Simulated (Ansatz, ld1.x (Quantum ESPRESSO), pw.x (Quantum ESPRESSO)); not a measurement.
# Mo (Z = 42) (fcc): variants of one RRKJ potential in the solid

```json
{"Element": "molybdenum", "Generator": "ld1.x (Quantum ESPRESSO) 7.5", "Type": "norm-conserving RRKJ (Kleinman–Bylander form)", "Functional": "PBE", "Relativity": "scalar-relativistic", "Frozen core": "[Kr]", "Valence charge": "6", "Reference configuration": "4d5 5s1 5p0", "Partial waves": "5p (bound, empty): rc 4.15 bohr; 4d (bound): rc 1.35 bohr; 5s (bound): rc 2.70 bohr", "Local potential": "the s channel", "Core correction": "none", "rho0": "0.005"}
```

Crystal test: fcc Mo in pw.x 7.5, no spin, 14³ k-points, Fermi–Dirac smearing 0.01 Ry, cutoffs set for each file from its atomic test. The reference is all-electron LAPW (Ansatz 0.2.0) with the same functional, mesh and smearing; V0 and B0 come from Birch–Murnaghan fits to the pressures at five volumes. Errors are pseudo minus all-electron; Δ is the rms difference of the E(V) curves that follow from these fits, minima aligned, over ±6 % about the mean V0. Mesh and smearing are coarse, so the numbers serve the comparison and aren't converged zero-temperature values; the lattice is a test structure that the element need not adopt.

All-electron: a0 = 4.005 Å (V0 = 16.06 Å³/atom), B0 = 235.3 GPa.

Base: The largest radius (4.15 bohr) exceeds half the bond length (2.67 bohr), so the spheres overlap, which is one possible source of error among others. This is a poor potential for the solid.

2 further variants are left out: they gave no file fit for a test, a broken result, the same result as the base, or pressures whose basis-set error rivals the error shown.

```csv
change,cutoffs (Ry),pw.x,a0 (Å),a0 error (%),B0 error (%),Δ (meV/atom),mean pressure error (GPa)
base,110/440,converged,4.066,+1.53,-2.9,38.1,+11.64
reference 4d5 5s0 5p0,110/440,converged,3.994,-0.26,+7.4,6.5,-1.86
wave 4d (bound): rc 1.35 bohr becomes 4d (bound): rc 1.04 bohr,170/680,converged,4.066,+1.52,-2.9,37.9,+11.58
wave 5s (bound): rc 2.70 bohr becomes 5s (bound): rc 3.44 bohr,110/440,converged,4.027,+0.55,-0.9,13.7,+4.02
```
